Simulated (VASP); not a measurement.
Here is a VASP 6.6.1 calculation.

Contents of POSCAR:

```
Te
1.0
    5.8500400000      0.0000000000      0.0000000000
    0.0000000000      5.8500400000      0.0000000000
    0.0000000000      0.0000000000      4.7912000000
Te
4
Direct
    0.0000000000      0.0000000000      0.0000000000
    0.5000000000      0.5000000000      0.0000000000
    0.0000000000      0.5000000000      0.8300400000
    0.5000000000      0.0000000000      0.1699600000
```

File INCAR.step1:

```
SYSTEM = Te
  ALGO = Normal
  EDIFF = 1E-5
  ENCUT = 520
  GGA = PE
  ISIF = 2
  ISMEAR = -1
  LASPH = .TRUE.
  LCHARG = .FALSE.
  LREAL = .FALSE.
  LWAVE = .TRUE.
  NBANDS = 20
  NELM = 80
  PREC = Accurate
  SIGMA = 0.05
```

File INCAR.step2:

```
SYSTEM = Te
  AEXX = 0.05
  ALGO = Normal
  EDIFF = 1E-6
  ENCUT = 520
  GGA = PE
  HFRCUT = -1
  ISIF = 2
  ISMEAR = -1
  ISTART = 1
  LASPH = .TRUE.
  LCHARG = .FALSE.
  LHFCALC = .TRUE.
  LREAL = .FALSE.
  LWAVE = .FALSE.
  NBANDS = 20
  NELM = 80
  PREC = Accurate
  PRECFOCK = Fast
  SIGMA = 0.05
```

Contents of KPOINTS:

```
k-points
0
G
  3 3 3
  0 0 0
```

Potentials or basis: VASP PAW PBE potentials, release 64 (Te).

Launch:

```console
$ cat potpaw_PBE.64/Te/POTCAR > POTCAR
$ cp INCAR.step1 INCAR
$ mpirun -np 1 vasp_std > vasp.out
$ cp INCAR.step2 INCAR
$ mpirun -np 1 vasp_std > vasp.out
```

**Question.** Predict the band gap on the k mesh.

**Answer.** 0.74 eV, indirect (least direct gap 1.00 eV).

**Question.** Estimate the largest force.

**Answer.** 0.026 eV/Å.

**Question.** Estimate the pressure.

**Answer.** -0.6 GPa.

Forces on the atoms (eV/Å):
```
Te   0.000  0.000  0.000
Te   0.000  0.000  0.000
Te   0.000  0.000 -0.026
Te   0.000  0.000  0.026
```

Caveat: the k mesh is coarse (spacing up to 0.44 Å⁻¹), so the values aren't converged, least of all with exact exchange; the PAW data sets were made with another functional, which shifts forces and pressure a little; spin-orbit coupling is left out, which moves the levels of the heavy elements; an odd mesh through Γ misses points on the zone boundary, where band edges often lie.
